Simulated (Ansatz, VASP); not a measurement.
# AgO in VASP and in Ansatz

INCAR

```
PREC = Accurate ; ENCUT = 520
EDIFF = 1E-7 ; ISMEAR = 0
SIGMA = 0.1 ; LREAL = F
LASPH = T ; NELM = 100
ALGO = Fast ; ISIF = 2
LWAVE = F ; LCHARG = F
GGA = PS ; NBANDS = 25
```

Contents of KPOINTS:

```
Automatic mesh
0
Gamma
  12 12 8
```

POSCAR

```
AgO
1.0
    2.3633079001      2.3633079001      0.0000000000
   -2.3633079001      2.3633079001      0.0000000000
    0.0000000000      0.0000000000      4.7266158003
Ag O
2 2
Direct
    0.0000000000      0.0000000000      0.0000000000
    0.5000000000      0.5000000000      0.5000000000
    0.5000000000      0.0000000000      0.2500000000
    0.0000000000      0.5000000000      0.7500000000
```

Input for Ansatz:

```yaml
crystal:
  lattice:
    - [2.3633079001, 2.3633079001, 0.0]
    - [-2.3633079001, 2.3633079001, 0.0]
    - [0.0, 0.0, 4.7266158003]
  atoms:
    - { symbol: Ag, position: [0.0, 0.0, 0.0] }
    - { symbol: Ag, position: [0.5, 0.5, 0.5] }
    - { symbol: O, position: [0.5, 0.0, 0.25] }
    - { symbol: O, position: [0.0, 0.5, 0.75] }
basis:
  ecutwfc: 420
kpoints:
  mp_grid: { grid: [12, 12, 8] }
hamiltonian:
  xc: pbesol
scf:
  occupations: { method: gaussian, width: 0.1 }
output:
  forces: true
  stress: true
  eigenvalues: true
```

Change from the starting cell: equal strain along all axes, cell held, atoms relaxed: -4.5 %.

Alike in both runs: task single point; functional PBEsol; k mesh 12 × 12 × 8; occupations gaussian, width 0.1 eV; no spin polarisation.

|  | VASP | Ansatz |
| --- | --- | --- |
| version | VASP 6.6.1 | Ansatz 0.2.0 |
| potentials or method | VASP PAW PBE potentials, release 64 (Ag, O) | scalar-relativistic, plane waves, PAW |
| plane-wave cutoff (eV) | 520 | 420 |
| valence electrons in the cell | 34 | 50 |

```csv
,VASP,Ansatz,Ansatz less VASP
gap on the k mesh at the Fermi level (eV),none,none,-
pressure (GPa),21.0,21.2,+0.27
```

A gap of «none» marks a metal or a gap that the smearing closes. The functional is the same, so the differences come from potentials, cutoffs and numerics. The two sets of potentials don't hold the same shells in valence.

Caveats: so large a pressure means that the cell lies far from this level's equilibrium, or that cutoff or potentials fall short (VASP); the potentials were made for another functional, which shifts forces and pressure (VASP).
